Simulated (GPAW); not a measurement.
Crystal: Ti.

```xyz
2
Lattice="2.9500 0.0000 0.0000 -1.4750 2.5548 0.0000 0.0000 0.0000 4.6800" Properties=species:S:1:pos:R:3 pbc="T T T"
Ti    1.4750    0.8516    3.5100
Ti    0.0000    1.7032    1.1700
```

```yaml
Program: GPAW 26.7.0
Task: single point
Functional: PBEsol
Potentials_or_basis: PAW data sets generated in the run's folder for this functional
Cutoff: 600 eV
Basis: pw
k_mesh: 10 × 10 × 6
Occupations: fermi-dirac, width 0.05 eV
Spin: no spin polarisation
```

On this cell: pressure -6.2 GPa; largest force under 0.003 eV/Å; band gap on the k mesh none (metal or under the smearing width).

The same run follows on a disturbed copy (atoms moved at random, drawn with an rms of 0.05 Å):

```
Ti
1.0
     2.95000    0.00000    0.00000
    -1.47500    2.55477    0.00000
     0.00000    0.00000    4.68000
Ti
2
Direct
  0.68616 0.32688 0.74849
  0.33797 0.67291 0.24873
```

Task: What changes?

Result: The energy (extrapolated to zero smearing) moves by +2.0 meV/atom; pressure -6.2 GPa; largest force 0.103 eV/Å; band gap on the k mesh none (metal or under the smearing width).

Forces on the atoms (eV/Å):
```
Ti  -0.091  0.047  0.003
Ti   0.091 -0.047 -0.003
```

Stress tensor (GPa, compression positive):
```
-6.38  0.68  0.00
 0.68 -5.68  0.00
 0.00  0.00 -6.50
```
